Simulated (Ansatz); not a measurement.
# InAs (F-43m) in Ansatz: further runs, part 2 of 2

Ansatz 0.2.0.

## Step 3: Single point, wPBEh, 25.84 Å³/atom (volume scaled by 0.94)

input.yaml

```yaml
crystal:
  lattice:
    - [0.0, 2.9563908761, 2.9563908761]
    - [2.9563908761, 0.0, 2.9563908761]
    - [2.9563908761, 2.9563908761, 0.0]
  atoms:
    - { symbol: In, position: [0.0, 0.0, 0.0] }
    - { symbol: As, position: [0.75, 0.75, 0.75] }
hamiltonian:
  xc: wpbeh
  pseudopotentials: { kind: paw }
kpoints:
  mp_grid: { grid: [4, 4, 4] }
scf:
  occupations: { method: fermi_dirac, width: 0.05 }
output:
  forces: true
  stress: true
  eigenvalues: true
```

Potentials or basis: Ansatz PAW.

Run with:

```sh
$ ansatz run input.yaml --threads 2 --pin off --max-ram 5632MiB --backend cpu --events-out ev --progress --plain --runs-dir out
```

What it wrote:

```text
Warning: output.stress: scf.convergence.dr2_threshold = 1e-7 eV (the SCF's general default) is looser than the 2e-10 eV advised for a printed stress (1e-10 eV for each atom of the cell: 2). What an SCF threshold leaves in a stress goes as its square root, and in the free energy as the threshold itself, and one threshold admits the most on a small cell: of the crystals measured, under no hybrid functional and no lock of the moments, on runs that ended without the residual-converged pass, on stresses that held no estimate of that error, the worst erred by over 100 MPa in a component at 1e-7 eV an atom and by under 5 at 1e-10. Set scf.convergence.dr2_threshold to 2e-10 eV or tighter. The threshold is an SCF's pass mark: one that does not reach it within its budget of iterations ends unconverged, or closes short of it on a stop that the run arms, and scf.convergence.dr2_threshold's page says what that costs each kind of run
Warning: output.stress: scf.exx.energy_threshold = 1e-6 eV is looser than the 2e-8 eV advised for a stress under a hybrid functional (1e-8 eV for each atom of the cell: 2). Every SCF of the exchange loop can meet its threshold on dr2 while the loop round them stops early: no threshold on dr2 bounds what that leaves in the stress. Set scf.exx.energy_threshold to 2e-8 eV or tighter. The threshold is the loop's pass mark: a loop that does not reach it within its budget of cycles ends unconverged, and scf.exx.energy_threshold's page has the law
Warning: RAYON_NUM_THREADS=2 ignored (pool sized by the plan → 2); use --threads N
Engine: ansatz 0.2.0, aarch64-unknown-linux-gnu
Pseudopotentials: kind: paw
Pseudopotential: In, paw, valence charge 13, recommended cutoff 420 eV (normal), In.paw.azcp
Pseudopotential: As, paw, valence charge 15, recommended cutoff 420 eV (normal), As.paw.azcp
Functional definition: wPBEh
  parameter a = 0.25
  parameter omega = 0.11/bohr
  exchange = wpbe_x - a*pbe_x_sr(omega) + a*exact_x_sr(omega)
  correlation = pbe_c
Crystal: 2 atoms, lattice volume = 51.679 Å³
Basis set: ecut = 420 eV, 965 PW (Γ), exchange–correlation on 60×60×60 points (8 copies of the dense FFT grid, shifted against one another)
Bands: 18, of which v1, the nominal top of the filled ones, is band 14 counted from 1 (13 counted from 0)
Symmetry: 24 space group operations
Space group: F-43m (ITA 216), of the structure as read, at distance tolerance 3.7e-5 Å
k-points: 8 of 64 (time reversal used)
Non-local potential: In, projectors of the file, l = 0: 2, l = 1: 2, l = 2: 2, l = 3: 2
Non-local potential: As, projectors of the file, l = 0: 2, l = 1: 2, l = 2: 3, l = 3: 1
PAW form: soft (Blöchl's): semilocal exchange-correlation on the pseudo side does not see the compensation charge
PAW frozen core: In, regenerated for the run's functional, and the local potential with it (the file was generated under x = pbe(κ = 0.804, μ = 0.2195149727645171), c = pbe(β = 0.06672455060314922))
PAW frozen core: As, regenerated for the run's functional, and the local potential with it (the file was generated under x = pbe(κ = 0.804, μ = 0.2195149727645171), c = pbe(β = 0.06672455060314922))
PAW one-centre angular grid: In, 590 points (default); XC on 64 Gauss nodes
PAW one-centre angular grid: As, 590 points (default); XC on 64 Gauss nodes
Initial density: superposition of atomic densities (neutral atoms: chi_scale 0, normalization atom), corrected by the library's trained network
Initial wavefunctions: pseudopotential atomic-orbital guess
Functional: x = wpbeh, c = pbe(β = 0.06672455060314922), warm-up for x = wpbeh + 0.25 (exact − pbe) at short range (hse, ω = 0.20786987370883472 Å⁻¹), c = pbe(β = 0.06672455060314922); HSE06 as its authors and Libxc compose it (pw.x's `hse`: `xc: hse06`)
SCF iter   1: F=—  HF=-10451.032503 eV  |F-HF|=—  |Δ(HF+E_count)|=         —  Δρ=1.22e-3  dr2=1.08e-3  ethr=1.77e-3  ⟨swp⟩=6.5  Hψ=625  notcnv=0
preconditioner: auto → none  [insulator: Δε(μ)=0.977 eV  Ē_g=14.975 eV  σ=0.050 eV  W_gap=0.57  n_scr=14 (ndim 8)  ℏωp=21.9 eV  f_vac=0.084  D(μ)=0.44/eV (n_scr^D=0)]
SCF iter   2: F=—  HF=-10451.031052 eV  |F-HF|=—  |Δ(HF+E_count)|=   1.45e-3  Δρ=5.82e-4  dr2=1.86e-4  ethr=3.86e-6  ⟨swp⟩=4.9  Hψ=476  notcnv=0
iter 3 solved again at ethr=4.87e-8 eV; its pass at ethr=6.64e-7 eV (dr2=1.36e-5 eV) is discarded
SCF iter   3: F=—  HF=-10451.030998 eV  |F-HF|=—  |Δ(HF+E_count)|=   5.43e-5  Δρ=2.10e-4  dr2=1.35e-5  ethr=4.87e-8  ⟨swp⟩=3.5  Hψ=633  notcnv=0
SCF iter   4: F=—  HF=-10451.031002 eV  |F-HF|=—  |Δ(HF+E_count)|=   3.53e-6  Δρ=8.16e-5  dr2=1.68e-6  ethr=4.82e-8  ⟨swp⟩=2.6  Hψ=263  notcnv=0
SCF iter   5: F=—  HF=-10451.031003 eV  |F-HF|=—  |Δ(HF+E_count)|=   9.15e-7  Δρ=1.28e-5  dr2=3.33e-8  ethr=6.00e-9  ⟨swp⟩=3.9  Hψ=339  notcnv=0
SCF iter   6: F=—  HF=-10451.031003 eV  |F-HF|=—  |Δ(HF+E_count)|=   8.11e-8  Δρ=4.01e-6  dr2=3.57e-9  ethr=1.19e-10  ⟨swp⟩=4.4  Hψ=366  notcnv=0
SCF iter   7: F=-10451.031003 eV  HF=-10451.031003 eV  |F-HF|=1.86e-10  |Δ(HF+E_count)|=   6.70e-9  Δρ=5.25e-7  dr2=1.16e-10  ethr=1.27e-11  ⟨swp⟩=3.8  Hψ=360  notcnv=0
[... 12 lines left out ...]
SCF iter   4: F=—  HF=-10456.307925 eV  |F-HF|=—  |Δ(HF+E_count)|=   2.57e-5  Δρ=3.07e-4  dr2=2.74e-5  ethr=5.44e-7  ⟨swp⟩=3.9  Hψ=378  notcnv=0
SCF iter   5: F=-10456.307911 eV  HF=-10456.307912 eV  |F-HF|=1.37e-6  |Δ(HF+E_count)|=   1.33e-5  Δρ=4.18e-5  dr2=9.27e-7  ethr=9.74e-8  ⟨swp⟩=3.0  Hψ=307  notcnv=0
SCF 2 stopped early in 5 iterations: F = -10456.307911 eV  dr2 = 9.27e-7
hybrid outer 1: dexx = +9.208e-3 eV, tail = 5.62e-5 eV
Exchange kernel: α = 0.2500, screened, ω = 0.2079 Å⁻¹, Wigner–Seitz truncation, v(0) = 1032.4506 eV·Å³, q-mesh 4×4×4, nearest image of the exchange supercell L = 16.72 Å, pair-density grid 18×18×18, without the augmentation charges, whose exchange is taken in its separable form by FFT convolution over the k-point mesh (sized by the pseudopotential files, 24×24×24 at the most), smooth part of the exact exchange by density-matrix convolution
Frozen-core exchange: fock
SCF iter   1: F=—  HF=-10456.308088 eV  |F-HF|=—  |Δ(HF+E_count)|=         —  Δρ=6.54e-5  dr2=1.22e-6  ethr=1.00e-6  ⟨swp⟩=4.2  Hψ=331  notcnv=0
preconditioner: auto → none  [insulator: Δε(μ)=0.894 eV  Ē_g=16.962 eV  σ=0.050 eV  W_gap=1.00  n_scr=14 (ndim 8)  ℏωp=21.9 eV  f_vac=0.085  D(μ)=0.00/eV (n_scr^D=0)]
SCF iter   2: F=—  HF=-10456.308089 eV  |F-HF|=—  |Δ(HF+E_count)|=   7.48e-7  Δρ=3.23e-5  dr2=3.47e-7  ethr=4.07e-9  ⟨swp⟩=4.0  Hψ=461  notcnv=0
SCF iter   3: F=—  HF=-10456.308089 eV  |F-HF|=—  |Δ(HF+E_count)|=   4.51e-8  Δρ=6.99e-6  dr2=6.35e-8  ethr=1.23e-9  ⟨swp⟩=3.0  Hψ=287  notcnv=0
SCF iter   4: F=-10456.308089 eV  HF=-10456.308089 eV  |F-HF|=3.45e-9  |Δ(HF+E_count)|=   2.76e-8  Δρ=2.93e-6  dr2=5.17e-9  ethr=2.00e-10  ⟨swp⟩=3.5  Hψ=327  notcnv=0  defer=1
SCF 3 converged in 4 iterations: F = -10456.308089 eV  dr2 = 5.17e-9
  Residual-converged pass: ⟨swp⟩=3.2  Hψ=367  notcnv=0  max |occ|·‖R‖ = 2.2e-6 eV (tolerance 2.4e-6 eV)  dr2=4.47e-9  dr2_onsite=7.81e-10  max |Δocc| = 3.6e-15
hybrid outer 2: dexx = +4.775e-7 eV, tail = 2.37e-8 eV, Δε = 3.99e-3 eV (about 1.65e-4 eV left of the loop's levels)
hybrid SCF converged: 2 outer / 9 inner (+7 warm-up), last move |dexx| = 4.77e-7 eV, tail = 2.37e-8 eV
Stability not checked: this state was not tested for a lower state beside it, because the functional holds exact exchange (a hybrid, or Hartree-Fock), whose exchange loop this test does not read (fock_operator; see scf.lower_state_search)
Free energy (F): -10456.308089 eV
Frozen-core exchange: fock
Harris-Foulkes:  -10456.308089 eV  (|F-HF|=3.45e-9)
Internal energy: -10456.308082 eV  (E = F + TS)
E sigma→0 (E₀):  -10456.308085 eV
Entropy (-TS):   -0.000007 eV (-0.004 meV/atom)
Fermi energy:    8.911712 eV
--- Per-component energies (eV) ---
  E_band       = -353.474148
  E_kinetic    = 349.430594
  E_local      = -3186.749784  (includes V_loc(G=0)·N_el)
  E_nonlocal   = -303.139016
  E_hartree    = 1554.411198
  E_xc         = -235.655169
  E_vxc        = -143.829653  (∫ρ·V_xc dr)
  E_exx        = -93.813211  (= α·E_x^exact, valence–valence)
  E_paw        = -5959.934938  (= ΣΔE_a)
  E_vpaw       = 9.621114  (= ΣTr[D̂ρ^β])
  E_aug_tail   = 0.000034  (compensation charges beyond the density's cutoff)
  E_ewald      = -2580.476995
  E_core_change = -0.380783  (= ΣΔE_core)
  E_smearing   = -0.000007  (= −TS)
  E_closure    = -0.000012  (closes the sum)
  Σ components = -10456.308089   (vs F -10456.308089, Δ=-1.82e-12)
--- Forces (eV/Å), atoms counted from 1 ---
  atom   1  In    -0.00000000     0.00000000    -0.00000000
  atom   2  As     0.00000000     0.00000000     0.00000000
  max |Σ_I F_I| component: 2.33e-16 eV/Å
--- Stress (GPa, compression-positive) ---
        7.719335      -0.000000      -0.000000
        0.000000       7.719335       0.000000
       -0.000000       0.000000       7.719335
  P = ⅓ Tr σ = 7.7193 GPa (77.193 kbar)
--- Band table (eV; the first three rows and the last of 8) ---
  k-point 0: bands = ["-29.9338", "-29.9338", "-29.9338", "-29.9233", "-29.9233", "-7.8792", "-7.8792", "-7.8792", "-7.7129", "-7.7129", "-5.0831", "8.4371", "8.4371", "8.4371", "9.3313", "13.1187", "13.1187", "13.1187"]
  k-point 1: bands = ["-29.9338", "-29.9337", "-29.9337", "-29.9232", "-29.9232", "-7.9566", "-7.8554", "-7.8554", "-7.7120", "-7.7120", "-4.3428", "4.3597", "7.7538", "7.7538", "10.5746", "13.9294", "13.9294", "14.6597"]
  k-point 2: bands = ["-29.9339", "-29.9336", "-29.9336", "-29.9231", "-29.9231", "-8.0248", "-7.8382", "-7.8382", "-7.7041", "-7.7041", "-3.2352", "1.7688", "7.2498", "7.2498", "10.2401", "13.9180", "13.9180", "16.1442"]
  k-point 7: bands = ["-29.9338", "-29.9338", "-29.9333", "-29.9232", "-29.9229", "-8.0668", "-7.8133", "-7.7843", "-7.7337", "-7.7044", "-2.4743", "1.9600", "4.9091", "5.0048", "13.4211", "13.8938", "14.4880", "15.2905"]
```

Wall time 9.7 s (2 threads of Arm Neoverse V2, shared host); peak memory 0.73 GiB.

What came out:

```yaml
Free_energy: -10456.3081 eV
Pressure: 7.7 GPa
Band_gap_on_the_k_mesh: 0.89 eV, direct
```

Caveat: the k mesh is coarse (spacing up to 0.46 Å⁻¹), so the values aren't converged; spin-orbit coupling is left out, which moves the levels of the heavy elements; the PAW data sets come from PBE, with cores solved anew for the run's functional, which leaves a small shift of forces and pressure; the thresholds are loose for stress.

## Step 4: Single point, wPBEh, 26.39 Å³/atom (volume scaled by 0.96)

input.yaml: that of step 3 with these lines changed.

```diff
@@ -2,5 +2,5 @@
   lattice:
-    - [0.0, 2.9563908761, 2.9563908761]
-    - [2.9563908761, 0.0, 2.9563908761]
-    - [2.9563908761, 2.9563908761, 0.0]
+    - [0.0, 2.9772112161, 2.9772112161]
+    - [2.9772112161, 0.0, 2.9772112161]
+    - [2.9772112161, 2.9772112161, 0.0]
   atoms:
```

Run with:

```sh
$ ansatz run input.yaml --threads 2 --pin off --max-ram 5632MiB --backend cpu --events-out ev --progress --plain --runs-dir out
```

Run time: 9.8 s. Hardware: 2 threads of Arm Neoverse V2, shared host; peak memory 0.73 GiB.

The run converged. Its results:

```
Free energy            : -10456.3547 eV
Pressure               : 5.9 GPa
Band gap on the k mesh : 0.77 eV, direct
```

Caveat: the k mesh is coarse (spacing up to 0.46 Å⁻¹), so the values aren't converged; spin-orbit coupling is left out, which moves the levels of the heavy elements; the PAW data sets come from PBE, with cores solved anew for the run's functional, which leaves a small shift of forces and pressure; the thresholds are loose for stress.

## Step 5: Single point, wPBEh, 26.94 Å³/atom (volume scaled by 0.98)

input.yaml: that of step 4 with these lines changed.

```diff
@@ -2,5 +2,5 @@
   lattice:
-    - [0.0, 2.9772112161, 2.9772112161]
-    - [2.9772112161, 0.0, 2.9772112161]
-    - [2.9772112161, 2.9772112161, 0.0]
+    - [0.0, 2.9977443561, 2.9977443561]
+    - [2.9977443561, 0.0, 2.9977443561]
+    - [2.9977443561, 2.9977443561, 0.0]
   atoms:
```

Run with:

```sh
$ ansatz run input.yaml --threads 2 --pin off --max-ram 5632MiB --backend cpu --events-out ev --progress --plain --runs-dir out
```

Wall time 9.9 s (2 threads of Arm Neoverse V2, shared host); peak memory 0.74 GiB.

Results (log left out):

```
Free energy            : -10456.3892 eV
Pressure               : 4.2 GPa
Band gap on the k mesh : 0.64 eV, direct
```

Caveat: the k mesh is coarse (spacing up to 0.45 Å⁻¹), so the values aren't converged; spin-orbit coupling is left out, which moves the levels of the heavy elements; the PAW data sets come from PBE, with cores solved anew for the run's functional, which leaves a small shift of forces and pressure; the thresholds are loose for stress.

## Step 6: Single point, wPBEh, 27.49 Å³/atom

input.yaml: that of step 5 with these lines changed.

```diff
@@ -2,5 +2,5 @@
   lattice:
-    - [0.0, 2.9977443561, 2.9977443561]
-    - [2.9977443561, 0.0, 2.9977443561]
-    - [2.9977443561, 2.9977443561, 0.0]
+    - [0.0, 3.018, 3.018]
+    - [3.018, 0.0, 3.018]
+    - [3.018, 3.018, 0.0]
   atoms:
```

Potentials or basis: Ansatz PAW.

Run with:

```sh
$ ansatz run input.yaml --threads 2 --pin off --max-ram 5632MiB --backend cpu --events-out ev --progress --plain --runs-dir out
```

Wall time 9.7 s (2 threads of Arm Neoverse V2, shared host); peak memory 0.77 GiB.

The run converged. Its results:

| Property | Result |
| --- | --- |
| Free energy | -10456.4130 eV |
| Pressure | 2.7 GPa |
| Band gap on the k mesh | 0.52 eV, direct |

Caveat: the k mesh is coarse (spacing up to 0.45 Å⁻¹), so the values aren't converged; spin-orbit coupling is left out, which moves the levels of the heavy elements; the PAW data sets come from PBE, with cores solved anew for the run's functional, which leaves a small shift of forces and pressure; the thresholds are loose for stress.

## Step 7: Single point, wPBEh, 28.04 Å³/atom (volume scaled by 1.02)

input.yaml: that of step 6 with these lines changed.

```diff
@@ -2,5 +2,5 @@
   lattice:
-    - [0.0, 3.018, 3.018]
-    - [3.018, 0.0, 3.018]
-    - [3.018, 3.018, 0.0]
+    - [0.0, 3.0379873375, 3.0379873375]
+    - [3.0379873375, 0.0, 3.0379873375]
+    - [3.0379873375, 3.0379873375, 0.0]
   atoms:
@@ -19 +19,5 @@
   eigenvalues: true
+  write_density: true
+  write_potential: true
+  elf: true
+  volumetric_format: npy
```

Run with:

```sh
$ ansatz run input.yaml --threads 2 --pin off --max-ram 5632MiB --backend cpu --events-out ev --progress --plain --runs-dir out
```

Run time: 10 s. Hardware: 2 threads of Arm Neoverse V2, shared host; peak memory 0.77 GiB.

It converged, with:

| Quantity | Value |
| --- | --- |
| Free energy | -10456.4270 eV |
| Pressure | 1.4 GPa |
| Band gap on the k mesh | 0.40 eV, direct |

Caveat: the k mesh is coarse (spacing up to 0.45 Å⁻¹), so the values aren't converged; spin-orbit coupling is left out, which moves the levels of the heavy elements; the PAW data sets come from PBE, with cores solved anew for the run's functional, which leaves a small shift of forces and pressure; the thresholds are loose for stress.

## Step 8: Single point, wPBEh, 28.59 Å³/atom (volume scaled by 1.04)

input.yaml: that of step 7 with these lines changed.

```diff
@@ -2,5 +2,5 @@
   lattice:
-    - [0.0, 3.0379873375, 3.0379873375]
-    - [3.0379873375, 0.0, 3.0379873375]
-    - [3.0379873375, 3.0379873375, 0.0]
+    - [0.0, 3.0577150807, 3.0577150807]
+    - [3.0577150807, 0.0, 3.0577150807]
+    - [3.0577150807, 3.0577150807, 0.0]
   atoms:
```

Run with:

```sh
$ ansatz run input.yaml --threads 2 --pin off --max-ram 5632MiB --backend cpu --events-out ev --progress --plain --runs-dir out
```

It took 9.7 s on 2 threads of Arm Neoverse V2, shared host; peak memory 0.78 GiB.

The run converged. Its results:

* Free energy: -10456.4326 eV
* Pressure: 0.2 GPa
* Band gap on the k mesh: 0.28 eV, direct

Caveat: the k mesh is coarse (spacing up to 0.44 Å⁻¹), so the values aren't converged; spin-orbit coupling is left out, which moves the levels of the heavy elements; the PAW data sets come from PBE, with cores solved anew for the run's functional, which leaves a small shift of forces and pressure; the thresholds are loose for stress.

## Step 9: Single point, wPBEh, 29.14 Å³/atom (volume scaled by 1.06)

input.yaml: that of step 8 with these lines changed.

```diff
@@ -2,5 +2,5 @@
   lattice:
-    - [0.0, 3.0577150807, 3.0577150807]
-    - [3.0577150807, 0.0, 3.0577150807]
-    - [3.0577150807, 3.0577150807, 0.0]
+    - [0.0, 3.0771914981, 3.0771914981]
+    - [3.0771914981, 0.0, 3.0771914981]
+    - [3.0771914981, 3.0771914981, 0.0]
   atoms:
```

Potentials or basis: Ansatz PAW.

Run with:

```sh
$ ansatz run input.yaml --threads 2 --pin off --max-ram 5632MiB --backend cpu --events-out ev --progress --plain --runs-dir out
```

It took 10 s on 2 threads of Arm Neoverse V2, shared host; peak memory 0.82 GiB.

It converged, with:

```yaml
Free_energy: -10456.4308 eV
Pressure: -0.7 GPa
Band_gap_on_the_k_mesh: 0.14 eV, direct
```

Caveat: the k mesh is coarse (spacing up to 0.44 Å⁻¹), so the values aren't converged; spin-orbit coupling is left out, which moves the levels of the heavy elements; the PAW data sets come from PBE, with cores solved anew for the run's functional, which leaves a small shift of forces and pressure; the thresholds are loose for stress.

## Step 10: Equation of state, wPBEh

Potentials or basis: Ansatz PAW.

This step only gathers the single runs of the series.

Results:

```
Equilibrium volume                      : 28.72 Å³/atom
Bulk modulus                            : 56 GPa
Pressure derivative of the bulk modulus : 5.3 (rough: it moves with the points fitted)
```

Energy against volume, from the lowest point:
```
volume (Å³/atom)  energy (meV/atom)
          25.840              62.24
          26.389              38.95
          26.939              21.70
          27.489               9.79
          28.039               2.78
          28.588               0.00
          29.138               0.87
```

Caveat: the k mesh is coarse (spacing up to 0.45 Å⁻¹), so the values aren't converged. Zero-point motion and thermal expansion aren't in these numbers.

## Step 11: Comparison with measurements

Step 2. A measured gap of InAs is 0.418 eV (direct; 4.2 K; a printed reference work, data compilation); the calculated 0.49 eV misses it by +0.07 eV. Spin-orbit coupling on As, In is left out. The value is that of wPBEh, without temperature or zero-point motion.
